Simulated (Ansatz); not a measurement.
# Co (Fd-3m) in Ansatz: equation of state

Aim: energy against volume of Co in PBE, for its equilibrium volume and stiffness.

Program: Ansatz 0.2.0. These are calculated values, not measurements. Logs are shortened: lines on timing, memory, paths and dates and some standing lists are left out, and cuts for length are marked.

## 1. The structure

It takes space group Fd-3m (No. 227, cubic). Conventional cell: a = 6.435 Å, b = 6.435 Å, c = 6.435 Å, α = 90.00°, β = 90.00°, γ = 90.00°. Around Co (site symmetry -3m) lie 6 Co at 2.28 Å. Co (site symmetry -43m) is surrounded by 16 Co at 2.67 to 2.79 Å.

This isn't the form of Co at room conditions, which is hcp.

## 2. Single point, PBE, collinear spin, ferromagnetic start, 10.44 Å³/atom (volume scaled by 0.94)

input.yaml

```yaml
crystal:
  lattice:
    - [0.0, 3.1516926827, 3.1516926827]
    - [3.1516926827, 0.0, 3.1516926827]
    - [3.1516926827, 3.1516926827, 0.0]
  atoms:
    - { symbol: Co, position: [0.125, 0.125, 0.125], spin: 2.0 }
    - { symbol: Co, position: [0.625, 0.125, 0.125], spin: 2.0 }
    - { symbol: Co, position: [0.125, 0.625, 0.125], spin: 2.0 }
    - { symbol: Co, position: [0.125, 0.125, 0.625], spin: 2.0 }
    - { symbol: Co, position: [0.5, 0.5, 0.5], spin: 2.0 }
    - { symbol: Co, position: [0.75, 0.75, 0.75], spin: 2.0 }
hamiltonian:
  xc: pbe
  pseudopotentials: { kind: paw }
magnetization:
  spin_polarized: true
kpoints:
  mp_grid: { grid: [7, 7, 7] }
scf:
  occupations: { method: fermi_dirac, width: 0.05 }
output:
  forces: true
  stress: true
  eigenvalues: true
  write_density: true
  write_potential: true
  elf: true
  volumetric_format: npy
```

Potentials or basis: Ansatz PAW.

Launch:

```console
> ansatz run input.yaml --threads 2 --pin off --max-ram 5120MiB --backend cpu --events-out ev --progress --plain --runs-dir out
```

Output:

```text
Warning: RAYON_NUM_THREADS=2 ignored (pool sized by the plan → 2); use --threads N
Engine: ansatz 0.2.0, x86_64-unknown-linux-gnu
Pseudopotentials: kind: paw
Pseudopotential: Co, paw, valence charge 17, recommended cutoff 420 eV (normal), Co.paw.azcp
Functional definition: PBE
  parameter kappa = 0.804
  parameter beta = 0.06672455060314922
  exchange = pbe_x(kappa = kappa, mu = beta*pi^2/3)
  correlation = pbe_c(beta = beta)
Crystal: 6 atoms, lattice volume = 62.613 Å³
Basis set: ecut = 420 eV, 1243 PW (Γ), exchange–correlation on 60×60×60 points (8 copies of the dense FFT grid, shifted against one another)
Bands: 69, of which v1, the nominal top of the filled ones, is band 51 counted from 1 (50 counted from 0)
Symmetry: 48 space group operations
Space group: Fd-3m (ITA 227), of the structure as read, at distance tolerance 4.0e-5 Å
Magnetic group: BNS 227.128 (UNI 1630), of the structure as read, at distance tolerance 4.0e-5 Å
k-points: 20 of 343
Non-local potential: Co, projectors of the file, l = 0: 3, l = 1: 2, l = 2: 3, l = 3: 1
PAW form: soft (Blöchl's): semilocal exchange-correlation on the pseudo side does not see the compensation charge
PAW one-centre angular grid: Co, 590 points (default); XC on 64 Gauss nodes
Initial density: superposition of atomic densities (chi_scale 0.1, normalization cell)
Starting moments: Σ|m| = 12 μB on 6 of 6 sites
Initial wavefunctions: pseudopotential atomic-orbital guess
Functional: x = pbe(κ = 0.804, μ = 0.2195149727645171), c = pbe(β = 0.06672455060314922)
SCF iter   1: F=—  HF=-30752.206075 eV  |F-HF|=—  |Δ(HF+E_count)|=         —  Δρ=9.82e-2 (↑4.73e-2 ↓9.82e-2)  dr2=7.24e0  dr2_m=5.96e-1  M=11.083 μB ∫|m|=11.377 μB  β_m=0.30  ethr=3.10e-3  ⟨swp⟩=5.7  Hψ=9366  notcnv=0  defer=2
Mixer restart at iter 1: flushing history
preconditioner: auto → Kerker (q_TF=auto, 2.959 Å⁻¹)  [metal: Δε(μ)=0.004 eV  Ē_g=9.250 eV  σ=0.050 eV  W_gap=0.02  n_scr=26 (ndim 8)  ℏωp=34.5 eV  f_vac=0.000  D(μ)=7.76/eV (n_scr^D=112)]
spin=Collinear: Kerker preconditioning applied to the charge; magnetization (m = ρ↑ − ρ↓) channel mixes plain (no charge-response kernel on spin).
SCF iter   2: F=—  HF=-30750.319279 eV  |F-HF|=—  |Δ(HF+E_count)|=    1.89e0  Δρ=4.38e-2 (↑1.69e-2 ↓4.38e-2)  dr2=1.07e0  dr2_m=3.97e-1  M=11.042 μB ∫|m|=11.460 μB  β_m=0.37  ethr=3.10e-3  ⟨swp⟩=2.5  Hψ=4607  notcnv=0  defer=245
SCF iter   3: F=—  HF=-30752.730133 eV  |F-HF|=—  |Δ(HF+E_count)|=    2.41e0  Δρ=1.99e-2 (↑1.37e-2 ↓1.99e-2)  dr2=4.68e-1  dr2_m=8.02e-2  M=10.356 μB ∫|m|=10.961 μB  β_m=0.49  ethr=1.05e-3  ⟨swp⟩=2.0  Hψ=3165  notcnv=0  defer=246
SCF iter   4: F=—  HF=-30754.451093 eV  |F-HF|=—  |Δ(HF+E_count)|=    1.72e0  Δρ=2.16e-2 (↑9.80e-3 ↓2.16e-2)  dr2=4.63e-1  dr2_m=5.35e-2  M=9.920 μB ∫|m|=10.657 μB  β_m=0.75  ethr=4.59e-4  ⟨swp⟩=2.7  Hψ=4316  notcnv=0  defer=270
SCF iter   5: F=—  HF=-30755.318416 eV  |F-HF|=—  |Δ(HF+E_count)|=   8.67e-1  Δρ=1.92e-2 (↑1.15e-2 ↓1.92e-2)  dr2=2.79e-1  dr2_m=2.76e-2  M=9.696 μB ∫|m|=10.513 μB  β_m=0.58  ethr=4.54e-4  ⟨swp⟩=2.9  Hψ=4527  notcnv=0  defer=259
SCF iter   6: F=—  HF=-30755.308807 eV  |F-HF|=—  |Δ(HF+E_count)|=   9.61e-3  Δρ=6.61e-3 (↑6.61e-3 ↓5.32e-3)  dr2=4.26e-2  dr2_m=1.14e-2  M=9.708 μB ∫|m|=10.527 μB  β_m=0.79  ethr=2.73e-4  ⟨swp⟩=2.5  Hψ=4187  notcnv=0  defer=274
SCF iter   7: F=—  HF=-30755.332350 eV  |F-HF|=—  |Δ(HF+E_count)|=   2.35e-2  Δρ=3.79e-3 (↑1.65e-3 ↓3.79e-3)  dr2=1.03e-2  dr2_m=2.06e-3  M=9.699 μB ∫|m|=10.540 μB  β_m=0.85  ethr=4.18e-5  ⟨swp⟩=2.0  Hψ=5009  notcnv=0  defer=274
SCF iter   8: F=—  HF=-30755.331978 eV  |F-HF|=—  |Δ(HF+E_count)|=   3.71e-4  Δρ=2.35e-3 (↑5.30e-4 ↓2.35e-3)  dr2=2.53e-3  dr2_m=6.36e-4  M=9.705 μB ∫|m|=10.551 μB  β_m=0.93  ethr=1.01e-5  ⟨swp⟩=2.1  Hψ=4197  notcnv=0  defer=274
SCF iter   9: F=—  HF=-30755.332474 eV  |F-HF|=—  |Δ(HF+E_count)|=   4.96e-4  Δρ=1.19e-3 (↑3.01e-4 ↓1.19e-3)  dr2=9.65e-4  dr2_m=1.23e-4  M=9.701 μB ∫|m|=10.547 μB  β_m=0.96  ethr=2.48e-6  ⟨swp⟩=2.1  Hψ=3490  notcnv=0  defer=274
SCF iter  10: F=—  HF=-30755.332475 eV  |F-HF|=—  |Δ(HF+E_count)|=   4.54e-7  Δρ=2.59e-4 (↑1.13e-4 ↓2.59e-4)  dr2=3.94e-5  dr2_m=4.77e-6  M=9.698 μB ∫|m|=10.544 μB  β_m=0.98  ethr=9.46e-7  ⟨swp⟩=1.8  Hψ=3219  notcnv=0  defer=274
SCF iter  11: F=—  HF=-30755.332472 eV  |F-HF|=—  |Δ(HF+E_count)|=   3.16e-6  Δρ=7.98e-5 (↑1.86e-5 ↓7.98e-5)  dr2=3.90e-6  dr2_m=6.22e-7  M=9.698 μB ∫|m|=10.545 μB  β_m=0.99  ethr=3.86e-8  ⟨swp⟩=2.1  Hψ=3724  notcnv=0  defer=274
SCF iter  12: F=—  HF=-30755.332471 eV  |F-HF|=—  |Δ(HF+E_count)|=   8.41e-8  Δρ=2.20e-5 (↑1.84e-5 ↓2.20e-5)  dr2=6.21e-7  dr2_m=2.33e-8  M=9.699 μB ∫|m|=10.545 μB  β_m=1.00  ethr=3.83e-9  ⟨swp⟩=2.2  Hψ=3952  notcnv=0  defer=274
SCF iter  13: F=—  HF=-30755.332471 eV  |F-HF|=—  |Δ(HF+E_count)|=   7.43e-8  Δρ=6.20e-6 (↑1.22e-6 ↓6.20e-6)  dr2=2.75e-8  dr2_m=4.18e-9  M=9.698 μB ∫|m|=10.545 μB  β_m=1.00  ethr=6.09e-10  ⟨swp⟩=2.1  Hψ=3502  notcnv=0  defer=274
SCF iter  14: F=-30755.332471 eV  HF=-30755.332471 eV  |F-HF|=1.71e-9  |Δ(HF+E_count)|=   1.09e-9  Δρ=9.43e-7 (↑9.43e-7 ↓9.24e-7)  dr2=1.56e-9  dr2_m=9.78e-12  M=9.698 μB ∫|m|=10.545 μB  ethr=2.69e-11  ⟨swp⟩=11.0  Hψ=18128  notcnv=0
SCF 1 converged in 14 iterations: F = -30755.332471 eV  dr2 = 1.56e-9
SCF converged after 14 iterations
Magnetization: 9.6985 μB (55.8492 up, 46.1508 down)
Absolute magnetization: 10.5488 μB (∫|ρ↑−ρ↓|, with the PAW one-centre terms)
Spin contamination: 0.1432 ħ² per cell (⟨S²⟩ above its minimum at these occupations)
Per-site moments (μB) at R_I (Å): [(1.6447887892212596, 0.9192905981131916), (1.644788789221259, 0.9192905981131916), (1.6447887892212592, 0.9192905981131916), (1.6447887892212576, 0.9192905981131916), (1.739770699387465, 1.077963777311905), (1.739770699387464, 1.077963777311905)]
Free energy (F): -30755.332471 eV
Harris-Foulkes:  -30755.332471 eV  (|F-HF|=1.71e-9)
Internal energy: -30755.277932 eV  (E = F + TS)
E sigma→0 (E₀):  -30755.305202 eV
Entropy (-TS):   -0.054539 eV (-9.090 meV/atom)
Fermi energy:    19.944880 eV
--- Per-component energies (eV) ---
  E_band       = -1382.177180
  E_kinetic    = 2735.033716
  E_local      = -17020.778721  (includes V_loc(G=0)·N_el)
  E_nonlocal   = 2732.229248
  E_hartree    = 7175.479149
  E_xc         = -957.765132
  E_vxc        = -1236.227367  (∫ρ·V_xc dr)
  E_paw        = -9097.580948  (= ΣΔE_a)
  E_vpaw       = -2943.390930  (= ΣTr[D̂ρ^β])
  E_aug_tail   = 0.000352  (compensation charges beyond the density's cutoff)
  E_ewald      = -16321.895597
  E_smearing   = -0.054539  (= −TS)
  E_closure    = 0.000000  (closes the sum)
  Σ components = -30755.332471   (vs F -30755.332471, Δ=0.00e0)
--- Forces (eV/Å), atoms counted from 1 ---
  atom   1  Co     0.00000000    -0.00000000     0.00000000
  atom   2  Co     0.00000000     0.00000000     0.00000000
  atom   3  Co     0.00000000    -0.00000000     0.00000000
  atom   4  Co     0.00000000     0.00000000    -0.00000000
  atom   5  Co     0.00000000    -0.00000000     0.00000000
  atom   6  Co     0.00000000     0.00000000     0.00000000
  max |Σ_I F_I| component: 5.78e-19 eV/Å
--- Stress (GPa, compression-positive) ---
       22.549038       0.000000       0.000000
       -0.000000      22.549038       0.000000
        0.000000       0.000000      22.549038
  P = ⅓ Tr σ = 22.5490 GPa (225.490 kbar)
--- Band table (eV; the first three rows and the last of 40) ---
  k-point 0 ↑: bands = ["-76.6542", "-76.5092", "-76.5092", "-76.5092", "-76.2903", "-76.2812", "-40.3948", "-40.0386", "-40.0386", "-40.0386", "-39.9214", "-39.9214", "-39.6480", "-39.6480", "-39.6480", "-39.5730", "-39.5730", "-39.5730", "-39.5612", "-39.5612", "-39.5612", "-39.4997", "-39.4997", "-39.4997", "10.2932", "13.0922", "14.3913", "14.3913", "14.3913", "15.0851", "15.0851", "15.0851", "15.5928", "15.5928", "16.5161", "16.5161", "17.0422", "17.0422", "17.0422", "17.2653", "17.2653", "17.2653", "17.5277", "17.5277", "18.0727", "18.0727", "18.0727", "18.6771", "18.6771", "18.6771", "18.8860", "18.8860", "19.9035", "19.9035", "19.9035", "21.1827", "22.8050", "22.8050", "22.8050", "26.7078", "26.7078", "26.7078", "27.5933", "27.6561", "27.6561", "28.5914", "30.6297", "30.6297", "30.6297"]
  k-point 1 ↑: bands = ["-76.6488", "-76.5145", "-76.5093", "-76.5093", "-76.2900", "-76.2815", "-40.3697", "-40.0304", "-40.0273", "-40.0273", "-39.9169", "-39.9169", "-39.6612", "-39.6612", "-39.6480", "-39.6000", "-39.5761", "-39.5761", "-39.5582", "-39.5582", "-39.5559", "-39.5129", "-39.5025", "-39.5025", "10.5444", "13.2126", "14.4137", "14.4670", "14.4670", "14.9640", "15.1610", "15.1610", "15.6518", "15.6518", "16.5292", "16.5292", "16.8979", "16.9287", "16.9287", "17.2725", "17.2725", "17.2808", "17.5154", "17.5154", "18.0632", "18.1190", "18.1190", "18.3661", "18.6914", "18.6914", "18.7925", "18.7925", "19.6355", "19.6355", "19.9034", "20.9433", "21.9316", "22.9078", "22.9078", "26.1074", "26.1074", "26.9354", "28.1199", "28.1199", "28.2107", "29.2612", "31.5580", "31.5580", "31.7958"]
  k-point 2 ↑: bands = ["-76.6347", "-76.5285", "-76.5093", "-76.5093", "-76.2893", "-76.2825", "-40.3096", "-40.0045", "-40.0045", "-39.9987", "-39.8949", "-39.8949", "-39.7034", "-39.7034", "-39.6834", "-39.6480", "-39.5786", "-39.5786", "-39.5521", "-39.5518", "-39.5518", "-39.5288", "-39.5097", "-39.5097", "11.2625", "13.4698", "14.4510", "14.6520", "14.6520", "14.7015", "15.3675", "15.3675", "15.8134", "15.8134", "16.4632", "16.4632", "16.4639", "16.7092", "16.7092", "17.3125", "17.3240", "17.3240", "17.4906", "17.4906", "17.6236", "18.0418", "18.2024", "18.2024", "18.5531", "18.5531", "18.7183", "18.7183", "19.1671", "19.1671", "19.5746", "19.9034", "21.9001", "22.7629", "22.7629", "25.6643", "25.6643", "26.6050", "29.0441", "29.0441", "29.1242", "32.2364", "33.5891", "33.5891", "34.0808"]
  k-point 19 ↓: bands = ["-74.5637", "-74.5428", "-74.4780", "-74.4779", "-74.1764", "-74.1750", "-38.2522", "-38.1539", "-37.9436", "-37.9281", "-37.8816", "-37.8558", "-37.7909", "-37.7821", "-37.6952", "-37.6875", "-37.6831", "-37.6305", "-37.4990", "-37.4922", "-37.4771", "-37.4733", "-37.4591", "-37.4589", "13.9337", "14.4357", "14.4891", "15.1819", "16.3534", "16.3570", "16.7244", "16.7735", "16.9177", "16.9830", "17.1757", "17.4520", "17.6105", "17.7254", "17.8792", "17.9616", "18.2996", "18.5514", "19.1914", "19.2172", "19.6829", "19.7963", "19.9335", "19.9595", "20.2179", "20.3010", "20.4667", "20.4824", "20.5879", "20.7287", "20.7313", "20.8720", "21.1509", "21.8183", "24.6805", "26.5446", "28.4537", "28.4619", "31.7490", "31.9540", "32.7264", "33.6183", "34.6094", "35.0742", "35.3630"]
```

Wall time 16 s (2 threads of Intel Xeon Platinum 8259CL at 2.50GHz (Skylake/Cascade Lake), shared host); peak memory 0.56 GiB.

Results:

```
Free energy            : -30755.3325 eV
Pressure               : 22.5 GPa
Band gap on the k mesh : none (metal or under the smearing width)
Net moment             : 9.70 μB per cell
Absolute moment        : 10.55 μB per cell
Site moments           : Co +1.64, +1.74 μB
```

## 3. Single point, PBE, collinear spin, ferromagnetic start, 10.66 Å³/atom (volume scaled by 0.96)

input.yaml: that of step 2 with these lines changed.

```diff
@@ -2,5 +2,5 @@
   lattice:
-    - [0.0, 3.1516926827, 3.1516926827]
-    - [3.1516926827, 0.0, 3.1516926827]
-    - [3.1516926827, 3.1516926827, 0.0]
+    - [0.0, 3.1738884328, 3.1738884328]
+    - [3.1738884328, 0.0, 3.1738884328]
+    - [3.1738884328, 3.1738884328, 0.0]
   atoms:
@@ -25,5 +25 @@
   eigenvalues: true
-  write_density: true
-  write_potential: true
-  elf: true
-  volumetric_format: npy
```

Potentials or basis: Ansatz PAW.

Launch:

```console
> ansatz run input.yaml --threads 2 --pin off --max-ram 5120MiB --backend cpu --events-out ev --progress --plain --runs-dir out
```

It took 17 s on 2 threads of Intel Xeon Platinum 8259CL at 2.50GHz (Skylake/Cascade Lake), shared host; peak memory 0.55 GiB.

It converged, with:

```yaml
Free_energy: -30755.4945 eV
Pressure: 16.5 GPa
Band_gap_on_the_k_mesh: none (metal or under the smearing width)
Net_moment: 9.75 μB per cell
Absolute_moment: 10.65 μB per cell
Site_moments: Co +1.66, +1.75 μB
```

## 4. Single point, PBE, collinear spin, ferromagnetic start, 10.88 Å³/atom (volume scaled by 0.98)

input.yaml: that of step 3 with these lines changed.

```diff
@@ -2,5 +2,5 @@
   lattice:
-    - [0.0, 3.1738884328, 3.1738884328]
-    - [3.1738884328, 0.0, 3.1738884328]
-    - [3.1738884328, 3.1738884328, 0.0]
+    - [0.0, 3.1957780103, 3.1957780103]
+    - [3.1957780103, 0.0, 3.1957780103]
+    - [3.1957780103, 3.1957780103, 0.0]
   atoms:
```

Launch:

```console
> ansatz run input.yaml --threads 2 --pin off --max-ram 5120MiB --backend cpu --events-out ev --progress --plain --runs-dir out
```

It took 15 s on 2 threads of Intel Xeon Platinum 8259CL at 2.50GHz (Skylake/Cascade Lake), shared host; peak memory 0.56 GiB.

Results (log left out):

- Free energy: -30755.6093 eV
- Pressure: 11.2 GPa
- Band gap on the k mesh: none (metal or under the smearing width)
- Net moment: 9.81 μB per cell
- Absolute moment: 10.74 μB per cell
- Site moments: Co +1.67, +1.76 μB

## 5. Single point, PBE, collinear spin, ferromagnetic start, 11.10 Å³/atom

input.yaml: that of step 4 with these lines changed.

```diff
@@ -2,5 +2,5 @@
   lattice:
-    - [0.0, 3.1957780103, 3.1957780103]
-    - [3.1957780103, 0.0, 3.1957780103]
-    - [3.1957780103, 3.1957780103, 0.0]
+    - [0.0, 3.21737176, 3.21737176]
+    - [3.21737176, 0.0, 3.21737176]
+    - [3.21737176, 3.21737176, 0.0]
   atoms:
@@ -25 +25,5 @@
   eigenvalues: true
+  write_density: true
+  write_potential: true
+  elf: true
+  volumetric_format: npy
```

Launch:

```console
> ansatz run input.yaml --threads 2 --pin off --max-ram 5120MiB --backend cpu --events-out ev --progress --plain --runs-dir out
```

It took 19 s on 2 threads of Intel Xeon Platinum 8259CL at 2.50GHz (Skylake/Cascade Lake), shared host; peak memory 0.54 GiB.

It converged, with:

```yaml
Free_energy: -30755.6820 eV
Pressure: 6.4 GPa
Band_gap_on_the_k_mesh: none (metal or under the smearing width)
Net_moment: 9.88 μB per cell
Absolute_moment: 10.85 μB per cell
Site_moments: Co +1.69, +1.78 μB
```

## 6. Single point, PBE, collinear spin, ferromagnetic start, 11.32 Å³/atom (volume scaled by 1.02)

input.yaml: that of step 5 with these lines changed.

```diff
@@ -2,5 +2,5 @@
   lattice:
-    - [0.0, 3.21737176, 3.21737176]
-    - [3.21737176, 0.0, 3.21737176]
-    - [3.21737176, 3.21737176, 0.0]
+    - [0.0, 3.2386794787, 3.2386794787]
+    - [3.2386794787, 0.0, 3.2386794787]
+    - [3.2386794787, 3.2386794787, 0.0]
   atoms:
@@ -25,5 +25 @@
   eigenvalues: true
-  write_density: true
-  write_potential: true
-  elf: true
-  volumetric_format: npy
```

Potentials or basis: Ansatz PAW.

Launch:

```console
> ansatz run input.yaml --threads 2 --pin off --max-ram 5120MiB --backend cpu --events-out ev --progress --plain --runs-dir out
```

It took 17 s on 2 threads of Intel Xeon Platinum 8259CL at 2.50GHz (Skylake/Cascade Lake), shared host; peak memory 0.55 GiB.

Results (log left out):

```
Free energy            : -30755.7178 eV
Pressure               : 2.3 GPa
Band gap on the k mesh : none (metal or under the smearing width)
Net moment             : 9.98 μB per cell
Absolute moment        : 10.98 μB per cell
Site moments           : Co +1.71, +1.79 μB
```

## 7. Single point, PBE, collinear spin, ferromagnetic start, 11.55 Å³/atom (volume scaled by 1.04)

input.yaml: that of step 6 with these lines changed.

```diff
@@ -2,5 +2,5 @@
   lattice:
-    - [0.0, 3.2386794787, 3.2386794787]
-    - [3.2386794787, 0.0, 3.2386794787]
-    - [3.2386794787, 3.2386794787, 0.0]
+    - [0.0, 3.2597104542, 3.2597104542]
+    - [3.2597104542, 0.0, 3.2597104542]
+    - [3.2597104542, 3.2597104542, 0.0]
   atoms:
```

Launch:

```console
> ansatz run input.yaml --threads 2 --pin off --max-ram 5120MiB --backend cpu --events-out ev --progress --plain --runs-dir out
```

Wall time 16 s (2 threads of Intel Xeon Platinum 8259CL at 2.50GHz (Skylake/Cascade Lake), shared host); peak memory 0.55 GiB.

Results (log left out):

| Property | Result |
| --- | --- |
| Free energy | -30755.7210 eV |
| Pressure | -1.4 GPa |
| Band gap on the k mesh | none (metal or under the smearing width) |
| Net moment | 10.12 μB per cell |
| Absolute moment | 11.14 μB per cell |
| Site moments | Co +1.73, +1.81 μB |

## 8. Single point, PBE, collinear spin, ferromagnetic start, 11.77 Å³/atom (volume scaled by 1.06)

input.yaml: that of step 7 with these lines changed.

```diff
@@ -2,5 +2,5 @@
   lattice:
-    - [0.0, 3.2597104542, 3.2597104542]
-    - [3.2597104542, 0.0, 3.2597104542]
-    - [3.2597104542, 3.2597104542, 0.0]
+    - [0.0, 3.280473501, 3.280473501]
+    - [3.280473501, 0.0, 3.280473501]
+    - [3.280473501, 3.280473501, 0.0]
   atoms:
@@ -25 +25,5 @@
   eigenvalues: true
+  write_density: true
+  write_potential: true
+  elf: true
+  volumetric_format: npy
```

Launch:

```console
> ansatz run input.yaml --threads 2 --pin off --max-ram 5120MiB --backend cpu --events-out ev --progress --plain --runs-dir out
```

It took 18 s on 2 threads of Intel Xeon Platinum 8259CL at 2.50GHz (Skylake/Cascade Lake), shared host; peak memory 0.55 GiB.

Results (log left out):

```yaml
Free_energy: -30755.6961 eV
Pressure: -4.5 GPa
Band_gap_on_the_k_mesh: none (metal or under the smearing width)
Net_moment: 10.29 μB per cell
Absolute_moment: 11.33 μB per cell
Site_moments: Co +1.77, +1.84 μB
```

## 9. Equation of state, PBE, collinear spin, ferromagnetic start

Potentials or basis: Ansatz PAW.

No new run: the results of the series are fitted here.

What came out:

```yaml
Equilibrium_volume: 11.46 Å³/atom
Bulk_modulus: 186 GPa
Pressure_derivative_of_the_bulk_modulus: 5.6
```

Energy against volume, from the lowest point:
```tsv
volume (Å³/atom)	energy (meV/atom)
10.435	64.75
10.657	37.75
10.879	18.61
11.102	6.49
11.324	0.52
11.546	0.00
11.768	4.15
```
